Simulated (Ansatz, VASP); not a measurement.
## Two plane-wave programs on MgO

The input INCAR:

```
ALGO = Normal
EDIFF = 1E-6
ENCUT = 520
GGA = PS
ISIF = 2
ISMEAR = 0
LASPH = True
LCHARG = False
LREAL = False
LWAVE = False
NBANDS = 16
NELM = 80
PREC = Accurate
SIGMA = 0.02
```

The input KPOINTS:

```
k-points
0
Gamma
  9 9 6
```

Contents of POSCAR:

```
MgO
1.0
    3.4863778627      0.0000000000      0.0000000000
   -1.7431889314      3.0192917963      0.0000000000
    0.0000000000      0.0000000000      4.1780412200
Mg O
2 2
Direct
    0.6924814278      0.3333333300      0.7500000000
    0.3333333300      0.6666666700      0.2500000000
    0.6666666700      0.3333333300      0.2500000000
    0.3333333300      0.6666666700      0.7500000000
```

Input for Ansatz:

```yaml
crystal:
  lattice:
    - [3.4863778627, 0.0, 0.0]
    - [-1.7431889314, 3.0192917963, 0.0]
    - [0.0, 0.0, 4.17804122]
  atoms:
    - { symbol: Mg, position: [0.6924814278, 0.33333333, 0.75] }
    - { symbol: Mg, position: [0.33333333, 0.66666667, 0.25] }
    - { symbol: O, position: [0.66666667, 0.33333333, 0.25] }
    - { symbol: O, position: [0.33333333, 0.66666667, 0.75] }
basis:
  ecutwfc: 420
kpoints:
  mp_grid: { grid: [9, 9, 6] }
hamiltonian:
  xc: pbesol
scf:
  occupations: { method: gaussian, width: 0.02 }
output:
  forces: true
  stress: true
  eigenvalues: true
```

Change from the starting cell: one atom moved.

Alike in both runs: task single point; functional PBEsol; k mesh 9 × 9 × 6; occupations gaussian, width 0.02 eV; no spin polarisation.

```csv
,VASP,Ansatz
version,VASP 6.6.1,Ansatz 0.2.0
potentials or method,"VASP PAW PBE potentials, release 64 (Mg, O)","scalar-relativistic, plane waves, PAW"
plane-wave cutoff (eV),520,420
valence electrons in the cell,16,32
```

|  | VASP | Ansatz | Ansatz less VASP |
| --- | --- | --- | --- |
| gap on the k mesh at the Fermi level (eV) | 3.31 | 3.31 | +0.004 |
| least direct gap on the mesh (eV) | 3.31 | 3.31 | +0.004 |
| pressure (GPa) | 1.1 | 1.5 | +0.39 |
| largest component of the traceless stress (GPa) | 2.68 | 2.64 | -0.034 |
| rms of the force components (eV/Å) | 0.342 | 0.338 | -0.0041 |

Atom by atom the forces differ by 0.004 eV/Å (rms over components). The two sets of potentials don't hold the same shells in valence.

Caveats: the PAW data sets were made with another functional, which shifts forces and pressure a little (VASP).
